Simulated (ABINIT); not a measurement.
Write the native input for ABINIT 10.8.3 (patched build) that does the following.

```
Task                : single point
Functional          : LDA
Potentials or basis : JTH PAW LDA v2.0
Cutoff              : 680 eV
k mesh              : 6 × 6 × 2
Occupations         : fermi-dirac, width 0.05 eV
Spin                : no spin polarisation
Fine-grid cutoff    : 1278.94 eV
```

Crystal: GaN.

```
Ga N
1.0
     3.21154    0.00000    0.00000
    -1.60577    2.78127    0.00000
     0.00000    0.00000   10.35684
Ga N
4 4
Direct
  0.00000 0.00000 0.78587
  0.66667 0.33333 0.03735
  0.33333 0.66667 0.53735
  0.00000 0.00000 0.28587
  0.00000 0.00000 0.09304
  0.66667 0.33333 0.34375
  0.00000 0.00000 0.59304
  0.33333 0.66667 0.84374
```

The cell is a database's computed one.

One way to write it, as run:

run.abi

```
pp_dirpath "./"
pseudos "Ga.LDA_PW-JTH.xml, N.LDA_PW-JTH.xml"

acell 3*1.0
rprim
     6.0689268552     0.0000000000     0.0000000000
    -3.0344634276     5.2558448304     0.0000000000
     0.0000000000     0.0000000000    19.5715911166
ntypat 2
znucl 31 7
natom 8
typat 1 1 1 1 2 2 2 2
xred
     0.0000000000     0.0000000000     0.7858680000
     0.6666666667     0.3333333333     0.0373490000
     0.3333333333     0.6666666667     0.5373490000
     0.0000000000     0.0000000000     0.2858680000
     0.0000000000     0.0000000000     0.0930380000
     0.6666666667     0.3333333333     0.3437450000
     0.0000000000     0.0000000000     0.5930380000
     0.3333333333     0.6666666667     0.8437450000

ecut 25.0
pawecutdg 47.0

kptopt 1
ngkpt 6 6 2
nshiftk 1
shiftk 0.0 0.0 0.0

ixc 7

nband 44
occopt 3
tsmear 0.00183747

nstep 100
tolvrs 1.0e-9

iomode 3
prtwf 0
prtden 0
prteig 0
prtebands 0
enunit 1
```

Potentials or basis: JTH PAW LDA v2.0.

The run is started by

```sh
$ abinit run.abi > log 2>&1
```

Results of the run:

```yaml
Largest_force: 0.232 eV/Å
Band_gap_on_the_k_mesh: 0.82 eV, direct
Valence_electrons_inside_the_program's_atomic_spheres: Ga 11.18, 11.08; N 2.55, 2.52, 2.54
```

Run time: 5.4 min on 1 thread of Intel(R) Xeon(R) Processor @ 2.50GHz (Skylake/Cascade Lake), with other jobs on the host, peak memory 0.18 GiB.
